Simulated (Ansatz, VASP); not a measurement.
This is a calculation of BN for VASP 6.6.1. The cell is a database's computed one, not the measured one.

INCAR

```
SYSTEM = BN
PREC = Accurate
ENCUT = 520
EDIFF = 1E-6
ISMEAR = 0
SIGMA = 0.028999999999999998
LREAL = .FALSE.
LASPH = .TRUE.
NELM = 100
ALGO = Normal
ISIF = 2
LWAVE = .FALSE.
LCHARG = .FALSE.
GGA = PE
NBANDS = 11
```

File KPOINTS:

```
regular mesh
0
G
  13 13 13
  0 0 0
```

Contents of POSCAR:

```
BN
1.0
    0.0000000000      1.8130010000      1.8130010000
    1.8130010000      0.0000000000      1.8130010000
    1.8130010000      1.8130010000      0.0000000000
N B
1 1
Direct
    0.2500000000      0.2500000000      0.2500000000
    0.0000000000      0.0000000000      0.0000000000
```

Potentials or basis: VASP PAW PBE potentials, release 64 (N, B).

The run is started by

```sh
$ cat potpaw_PBE.64/N/POTCAR potpaw_PBE.64/B/POTCAR > POTCAR
$ mpirun -np 1 vasp_std > vasp.out
```

Question: What does the same run look like in Ansatz 0.2.0? Potentials or basis there: all-electron LAPW, scalar-relativistic.

Answer: As run (cutoffs and basis follow the program's own potentials, and thresholds, step limits or extra output files can differ):

Contents of input.yaml:

```yaml
crystal:
  lattice:
    - [0.0, 1.813001, 1.813001]
    - [1.813001, 0.0, 1.813001]
    - [1.813001, 1.813001, 0.0]
  atoms:
    - { symbol: "N", position: [0.25, 0.25, 0.25] }
    - { symbol: B, position: [0.0, 0.0, 0.0] }
kpoints:
  mp_grid: { grid: [13, 13, 13] }
scf:
  occupations: { method: gaussian, width: 0.029 }
hamiltonian:
  xc: pbe
  pseudopotentials: { kind: all_electron, lapw: { basis_error: 0.001 } }
output:
  forces: true
  stress: true
  eigenvalues: true
```

Potentials or basis: all-electron LAPW, scalar-relativistic.

Launch:

```sh
$ ansatz run input.yaml --threads 1 --pin off --max-ram 3072MiB --backend cpu --events-out ev --progress --plain --runs-dir out
```

Both were run:

|  | VASP | Ansatz |
| --- | --- | --- |
| Pressure | -0.2 GPa | -0.4 GPa |

Where Ansatz's input types no cutoff or centring, it takes its own default and a Γ-centred mesh.

Pressure is positive in compression.
